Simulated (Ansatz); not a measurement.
Structures of TiO$_{2}$: which is lowest?

Plane-wave DFT in Ansatz with scalar-relativistic PAW potentials, cutoff 500 eV, Γ-centred meshes chosen by cell and gap, Gaussian smearing with energies taken to zero width. Every cell was relaxed (cell and atoms) in a run of its own, within the symmetry of its start. U_eff on d shells: Ti 4 eV. Functional: r2SCAN+U.

Relaxed structures (starts from databases or built by putting these elements on another compound's sites):
A. P4_2/mnm, 6 atoms in the computed cell, a = 4.597 Å, c = 2.993 Å; sites (symmetry × multiplicity) Ti m.mm × 2, O m.2m × 4; start: database
B. I4_1/amd, 6 atoms in the computed cell, a = 3.797 Å, c = 9.662 Å; sites (symmetry × multiplicity) Ti -4m2 × 4, O 2mm. × 8; start: database
C. P2_1/c, 12 atoms in the computed cell, a = 4.841 Å, b = 4.888 Å, c = 5.046 Å, β = 99.7°; sites (symmetry × multiplicity) Ti 1 × 4, O 1 × 4 + 1 × 4; start: database

**Question.** Rank them by energy. Could pressure change the order?

**Answer.**
```tsv
structure	group	E − E(lowest) (meV/atom)	V (Å³/atom)	gap on mesh (eV)
A	P4_2/mnm	0.0	10.54	2.70
B	I4_1/amd	4.2	11.61	3.13
C	P2_1/c	55	9.81	3.10
```

A is lowest, 4 meV/atom under B. C is denser by 0.74 Å³/atom, so pressure favours it: ΔE/ΔV, with ΔE in eV and 1 eV/Å³ = 160.2 GPa, gives about 12 GPa for equal enthalpy if both cells were rigid, a rough figure since the two compress differently. Other structures may lie lower than all of these, and vibrations aren't counted.